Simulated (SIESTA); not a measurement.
Crystal: Li.

```
CELL_PARAMETERS angstrom
-1.75465 1.75465 1.75465
1.75465 -1.75465 1.75465
1.75465 1.75465 -1.75465
ATOMIC_POSITIONS crystal
Li 0.00000 0.00000 0.00000
```

| Property | Result |
| --- | --- |
| Program | SIESTA 5.4.2 |
| Task | single point |
| Functional | PBE |
| Potentials or basis | PseudoDojo 0.4 standard (PBE files) |
| Basis | DZP (energy shift 0.002 Ry; radii capped at 9.5 bohr) |
| Grid cutoff | 800 Ry |
| Energy shift | 0.002 Ry |
| k mesh | 11 × 11 × 11 |
| Occupations | fermi-dirac, width 0.05 eV |
| Spin | no spin polarisation |

On this cell: pressure -0.6 GPa; band gap on the k mesh none (metal or under the smearing width).

The same run follows on a disturbed copy (cell strained at random at fixed volume):

```
CELL_PARAMETERS angstrom
-1.73329 1.76667 1.73520
1.72839 -1.79094 1.75457
1.74318 1.80083 -1.75947
ATOMIC_POSITIONS crystal
Li 0.98842 0.00844 0.97647
```

Q: What changes?

A: The energy (extrapolated to zero smearing) moves by +0.3 meV/atom; pressure -0.6 GPa; band gap on the k mesh none (metal or under the smearing width).

Stress tensor (GPa, compression positive):
```
-0.53 -0.08  0.03
-0.08 -0.73  0.20
 0.03  0.20 -0.56
```

Caveats: semicore shells carry a single zeta, which can move pressures by several GPa and volumes by a few percent; the basis of atomic orbitals isn't converged, which shifts pressures, moduli and gaps.
